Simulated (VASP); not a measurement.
A run of VASP 6.6.1 is set up as follows.

The input INCAR:

```
SYSTEM = CdSe
PREC     = Accurate       ! precision mode
ENCUT    = 600            ! plane-wave cutoff, eV
EDIFF    = 1E-7           ! SCF threshold, eV
ISMEAR   = 0              ! smearing method
SIGMA    = 0.03           ! smearing width, eV
LREAL    = .False.        ! projectors in reciprocal space
LASPH    = .True.         ! aspherical terms in the spheres
NELM     = 80             ! most SCF steps
ALGO     = Normal         ! electronic algorithm
ISIF     = 3              ! what is computed and relaxed
LWAVE    = .False.        ! write WAVECAR
LCHARG   = .False.        ! write CHGCAR
GGA      = PS             ! functional
IBRION   = 2              ! ionic algorithm
NSW      = 90             ! ionic steps
EDIFFG   = -0.005         ! ionic threshold
```

The input KPOINTS:

```
regular mesh
0
Gamma
  8 8 8
  0 0 0
```

Contents of POSCAR:

```
CdSe                                    
1.0
    0.0000000000      3.0462071948      3.0462071948
    3.0462071948      0.0000000000      3.0462071948
    3.0462071948      3.0462071948      0.0000000000
  Cd              Se            
     1     1
Direct
     0.0000000000000000    0.0000000000000000    0.0000000000000000
     0.2500000000000000    0.2500000000000000    0.2500000000000000
```

Potentials or basis: VASP PAW PBE potentials, release 64 (Cd, Se).

Launch:

```sh
$ cat potpaw_PBE.64/Cd/POTCAR potpaw_PBE.64/Se/POTCAR > POTCAR
$ mpirun -np 1 vasp_std > vasp.out
```

Task: Estimate the band gap on the k mesh.

Result: 0.47 eV, direct.

Final structure:
```yaml
crystal:
  lattice:
    - [0.00000, 3.04621, 3.04621]
    - [3.04621, 0.00000, 3.04621]
    - [3.04621, 3.04621, 0.00000]
  atoms:
    - { symbol: Cd, position: [0.00000, 0.00000, 0.00000] }
    - { symbol: Se, position: [0.25000, 0.25000, 0.25000] }
```

Caveat: the relaxation stopped at its first step, so nothing moved.
